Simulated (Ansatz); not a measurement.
## Step by step: Ta, relaxation of cell and atoms

All numbers below come from DFT, PBE, PAW with Ansatz's default frozen-core files, scalar-relativistic (Ansatz 0.2.0).

Command: `ansatz run input.yaml --threads 1 --pin off --max-ram 2048MiB --backend cpu --events-out ev --progress --plain --runs-dir out` The run took 4.1 s on 1 thread of Intel(R) Xeon(R) 6975P-C (Granite Rapids), with other jobs on the host, peak memory 0.39 GiB.

```yaml
crystal:
  lattice:
    - [0.0, 3.2195088072, 3.2195088072]
    - [3.2195088072, 0.0, 3.2195088072]
    - [3.2195088072, 3.2195088072, 0.0]
  atoms:
    - { symbol: Ta, position: [0.0, 0.0, 0.0] }
    - { symbol: Ta, position: [0.25, 0.25, 0.25] }
kpoints:
  mp_grid: { grid: [9, 9, 9] }
scf:
  occupations: { method: fermi_dirac, width: 0.03 }
hamiltonian:
  xc: pbe
  pseudopotentials: { kind: paw }
output:
  forces: true
  stress: true
relax:
  f_tol: 0.005
  max_steps: 80
  cell: {}
```

Spin–orbit coupling is left out, though it moves levels of the heavy atoms by tenths of an eV or more.

The cell is built from the diamond type as a first guess.

The cutoff is 420 eV; energies and pressures of the walk include the program's estimate of the Pulay term.

Each frame lists the cell vectors (Å), then Cartesian positions (Å); symmetry keeps all forces zero. Free energies count from the first step, -19858.4163 eV.

The walk took 5 evaluations in all; steps that aren't listed are left out.

Step 1: E = 0.0 meV, P = -8.63 GPa

```
cell 0.0000 3.2195 3.2195 3.2195 0.0000 3.2195 3.2195 3.2195 0.0000
Ta    0.0000    0.0000    0.0000
Ta    1.6098    1.6098    1.6098
```

Step 2: E = -298.7 meV, P = -0.64 GPa

```
cell 0.0000 3.0626 3.0626 3.0626 0.0000 3.0626 3.0626 3.0626 0.0000
Ta    0.0000    0.0000    0.0000
Ta    1.5313    1.5313    1.5313
```

Problem. How does the relaxation end?

Solution. It converges, with a = 6.107 Å, b = 6.107 Å, c = 6.107 Å, α = 90.00°, β = 90.00°, γ = 90.00° (conventional cell, space group Fd-3m). The last solve (on a basis chosen afresh for the final cell, so its energy is not quite comparable) gives E = -299.0 meV, P = -0.02 GPa:
```
cell 0.0000 3.0533 3.0533 3.0533 0.0000 3.0533 3.0533 3.0533 0.0000
Ta    0.0000    0.0000    0.0000
Ta    1.5267    1.5267    1.5267
```
